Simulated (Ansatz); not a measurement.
Calculated with Ansatz (gas phase, PBE0-D4/def2-TZVP geometries, no zero-point term in ΔE). CCSD(T)/CBS is the MP2 limit (def2-TZVPP, def2-QZVPP) plus CCSD(T) − MP2 in def2-TZVPP, frozen cores. This one scheme is used for every species. Functionals use def2-TZVPP. Each species was taken in one conformer, which may not be the lowest.

Reaction (ligand exchange at a B–N bond): `BN[SiH2]C=C` + `OCCO` → `BOCCO` + `C=C[SiH2]N`

Task: Is it downhill or uphill in electronic energy at CCSD(T)/CBS, and by how much? (Best estimate.)

Result: Ansatz gave: Nearly level: ΔE = +1.8 kJ/mol.

Task: What do these levels give: PBE-D4, r2SCAN-D4, B2PLYP, CCSD/def2-TZVPP, MP2/def2-QZVPP, SCS-MP2/def2-QZVPP? (An estimate is asked.)

Result: Ansatz gave: PBE-D4 4.6, r2SCAN-D4 1.5, B2PLYP -0.2, CCSD/def2-TZVPP 1.6, MP2/def2-QZVPP 2.6, SCS-MP2/def2-QZVPP 0.6 kJ/mol.

Largest T1 diagnostic among the species: 0.013.

In def2-TZVPP, CCSD(T) changes the Hartree–Fock value by +8.5 kJ/mol (the triples alone add +1.0 kJ/mol) and MP2 by +9.2 kJ/mol.
